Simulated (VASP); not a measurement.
The system is MgH2.

```
Mg H
1.0
     0.00000    2.38107    2.38107
     2.38107    0.00000    2.38107
     2.38107    2.38107    0.00000
Mg H
1 2
Direct
  0.01200 0.98329 0.01151
  0.75196 0.75155 0.74745
  0.23603 0.26516 0.24103
```

The cell comes from a database or a generator and needn't be the stable form of this composition.

The cell isn't the ideal one: all atoms moved at random, sigma 0.02 Å a component.

| Quantity | Value |
| --- | --- |
| Program | VASP 6.6.1 |
| Task | relaxation of cell and atoms |
| Functional | RPBE |
| Potentials or basis | VASP PAW PBE potentials, release 64 (Mg, H) |
| Cutoff | 600 eV |
| k mesh | 10 × 10 × 10 |
| Occupations | gaussian, width 0.05 eV |
| Spin | no spin polarisation |

At the start: pressure 1.7 GPa; volume 9.00 Å³/atom.

Task: Where does the relaxation end?

Result: Over 9 steps the energy falls by 6.1 meV/atom and the volume is 9.20 Å³/atom (+2.3 %); space group Fm-3m (No. 225, to 0.05 Å).

The path:
```
step  energy change (eV)  largest force (eV/Å)  pressure (GPa)  volume (Å³)
   1              0.0000                0.2747            1.66        27.00
   2             -0.0090                0.1992            0.70        27.37
   3             -0.0152                0.0558           -1.20        28.24
   4             -0.0155                0.0778           -0.89        28.08
   5             -0.0174                0.0475           -0.51        27.88
   6             -0.0183                0.0102           -0.01        27.63
   7             -0.0183                0.0101            0.01        27.62
   8             -0.0183                0.0102            0.03        27.61
   9             -0.0183                0.0068            0.02        27.61
```

Final structure:
```cif
data_structure
_symmetry_space_group_name_H-M 'P 1'
_symmetry_Int_Tables_number 1
_cell_length_a 3.3868
_cell_length_b 3.4031
_cell_length_c 3.3908
_cell_angle_alpha 60.030
_cell_angle_beta 59.870
_cell_angle_gamma 59.991
_cell_volume 27.61
loop_
_atom_site_label
_atom_site_type_symbol
_atom_site_fract_x
_atom_site_fract_y
_atom_site_fract_z
_atom_site_occupancy
Mg1 Mg 0.00023 0.00010 0.99994 1
H1 H 0.74994 0.75007 0.75000 1
H2 H 0.24983 0.24983 0.25006 1
```

Caveat: the PAW data sets were made with another functional, which shifts forces and pressure a little.
